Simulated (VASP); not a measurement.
SrCl2, 3 atoms in the cell. Symmetry: Fm-3m, No. 225, cubic system. The conventional cell has a = 6.996 Å, b = 6.996 Å, c = 6.996 Å, α = 90.00°, β = 90.00°, γ = 90.00°. Sr (site symmetry m-3m) has 8 Cl at 3.03 Å as nearest neighbours. Cl (site symmetry -43m) has 4 Sr at 3.03 Å as nearest neighbours. 

* Program: VASP 6.6.1
* Task: single point
* Functional: r2SCAN
* Potentials or basis: VASP PAW PBE potentials, release 64 (Sr_sv, Cl)
* Cutoff: 520 eV
* k mesh: 6 × 6 × 6
* Occupations: gaussian, width 0.05 eV
* Spin: no spin polarisation
* Dipole correction: no
* Further INCAR settings: ALGO = Normal; EDIFF = 1e-07; NBANDS = 19

Potentials or basis: VASP PAW PBE potentials, release 64 (Sr_sv, Cl).

Command:

```sh
$ cat potpaw_PBE.64/Sr_sv/POTCAR potpaw_PBE.64/Cl/POTCAR > POTCAR
$ cp INCAR.step1 INCAR
$ mpirun -np 1 vasp_std > vasp.out
$ cp INCAR.step2 INCAR
$ mpirun -np 1 vasp_std > vasp.out
```

Hardware: 1 thread of Intel(R) Xeon(R) Platinum 8375C CPU @ 2.90GHz (Ice Lake) (shared host).

Question: Estimate the wall time of this run.

Answer: It took 120 s on 1 thread of Intel(R) Xeon(R) Platinum 8375C CPU @ 2.90GHz (Ice Lake), with other jobs on the host, peak memory 0.26 GiB. Counts: scf iterations 13, k points 16.
